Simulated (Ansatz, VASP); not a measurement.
## One calculation of SnTe, two programs

The input INCAR:

```
SYSTEM = SnTe
PREC     = Accurate       ! precision mode
ENCUT    = 520            ! plane-wave cutoff, eV
EDIFF    = 1E-6           ! SCF threshold, eV
ISMEAR   = 0              ! smearing method
SIGMA    = 0.1            ! smearing width, eV
LREAL    = .False.        ! projectors in reciprocal space
LASPH    = .True.         ! aspherical terms in the spheres
NELM     = 80             ! most SCF steps
ALGO     = Normal         ! electronic algorithm
ISIF     = 2              ! what is computed and relaxed
LWAVE    = .False.        ! write WAVECAR
LCHARG   = .False.        ! write CHGCAR
GGA      = CA             ! functional
NBANDS   = 17             ! bands
```

The input KPOINTS:

```
regular mesh
0
Gamma
  12 12 12
  0 0 0
```

The input POSCAR:

```
SnTe
1.0
    3.9015762400      0.0000000000      0.0000000000
    0.0000000000      3.9015762400      0.0000000000
    0.0000000000      0.0000000000      3.9015762400
Sn Te
1 1
Direct
    0.0000000000      0.0000000000      0.0000000000
    0.5000000000      0.5000000000      0.5000000000
```

Input for Ansatz:

```yaml
crystal:
  lattice:
    - [3.90157624, 0.0, 0.0]
    - [0.0, 3.90157624, 0.0]
    - [0.0, 0.0, 3.90157624]
  atoms:
    - { symbol: Sn, position: [0.0, 0.0, 0.0] }
    - { symbol: Te, position: [0.5, 0.5, 0.5] }
basis:
  ecutwfc: 420
kpoints:
  mp_grid: { grid: [12, 12, 12] }
hamiltonian:
  xc: lda
scf:
  occupations: { method: gaussian, width: 0.1 }
output:
  forces: true
  stress: true
  eigenvalues: true
```

Alike in both runs: task single point; functional LDA; k mesh 12 × 12 × 12; occupations gaussian, width 0.1 eV; no spin polarisation.

```csv
,VASP,Ansatz
version,VASP 6.6.1,Ansatz 0.2.0
potentials or method,"VASP PAW LDA potentials, release 64 (Sn_d, Te)","scalar-relativistic, plane waves, PAW"
plane-wave cutoff (eV),520,420
valence electrons in the cell,20,30
```

|  | VASP | Ansatz | Ansatz less VASP |
| --- | --- | --- | --- |
| gap on the k mesh at the Fermi level (eV) | none | none | - |
| pressure (GPa) | -4.1 | -4.0 | +0.04 |

A gap of «none» marks a metal or a gap that the smearing closes. The two sets of potentials don't hold the same shells in valence.

Spin-orbit coupling is left out, which matters for the levels of Te.
